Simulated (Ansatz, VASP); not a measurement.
# One calculation of Re, two programs

INCAR

```
ALGO = Fast
EDIFF = 1E-7
ENCUT = 520
GGA = PE
ISIF = 2
ISMEAR = 0
LASPH = True
LCHARG = True
LELF = True
LREAL = False
LVHAR = True
LWAVE = False
NBANDS = 10
NELM = 100
PREC = Accurate
SIGMA = 0.15
```

Contents of KPOINTS:

```
k-points
0
Gamma
  10 10 10
```

The input POSCAR:

```
Re
1.0
    0.0000000000      1.9577236186      1.9577236186
    1.9577236186      0.0000000000      1.9577236186
    1.9577236186      1.9577236186      0.0000000000
Re
1
Direct
    0.0000000000      0.0000000000      0.0000000000
```

Input for Ansatz:

```yaml
crystal:
  lattice:
    - [0.0, 1.9577236186, 1.9577236186]
    - [1.9577236186, 0.0, 1.9577236186]
    - [1.9577236186, 1.9577236186, 0.0]
  atoms:
    - { symbol: Re, position: [0.0, 0.0, 0.0] }
basis:
  ecutwfc: 420
kpoints:
  mp_grid: { grid: [10, 10, 10] }
hamiltonian:
  xc: pbe
scf:
  occupations: { method: gaussian, width: 0.15 }
output:
  forces: true
  stress: true
  eigenvalues: true
```

This isn't the form of Re at room conditions, which is hcp.

Alike in both runs: task single point; functional PBE; k mesh 10 × 10 × 10; occupations gaussian, width 0.15 eV; no spin polarisation.

|  | VASP | Ansatz |
| --- | --- | --- |
| version | VASP 6.6.1 | Ansatz 0.2.0 |
| potentials or method | VASP PAW PBE potentials, release 64 (Re) | scalar-relativistic, plane waves, PAW |
| plane-wave cutoff (eV) | 520 | 420 |
| valence electrons in the cell | 7 | 15 |

Ansatz gave:

```
gap on the k mesh at the Fermi level (eV) : none
pressure (GPa)                            : -0.3
```

**Question.** What did VASP give for the same quantities?

**Answer.** gap on the k mesh at the Fermi level (eV): none; pressure (GPa): -0.8.

A gap of «none» marks a metal or a gap that the smearing closes. The functional is the same, so the differences come from potentials, cutoffs and numerics. The two sets of potentials don't hold the same shells in valence.

The runs have no spin-orbit coupling, so splittings on Re are missing.
